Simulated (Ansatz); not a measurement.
Crystal: BAs.

```xyz
2
Lattice="0.0000 2.3885 2.3885 2.3885 0.0000 2.3885 2.3885 2.3885 0.0000" Properties=species:S:1:pos:R:3 pbc="T T T"
As    3.5827    3.5827    3.5827
B     0.0000    0.0000    0.0000
```

Program: Ansatz 0.2.0. Alike in all runs: task band structure; potentials or basis Ansatz PAW; no spin polarisation; cell as given; k mesh 10 × 10 × 10; cutoff (eV) 420; smearing fermi-dirac 0.05 eV.

Question: Order these runs on this cell by their pressure, lowest first.
A. level PBEsol
B. level LDA
C. level PBE

Answer: B (-3.9 GPa), A (-0.8 GPa), C (2.8 GPa).

Caveats: the PAW data sets come from PBE, with cores solved anew for the run's functional, which leaves a small shift of forces and pressure (some runs).
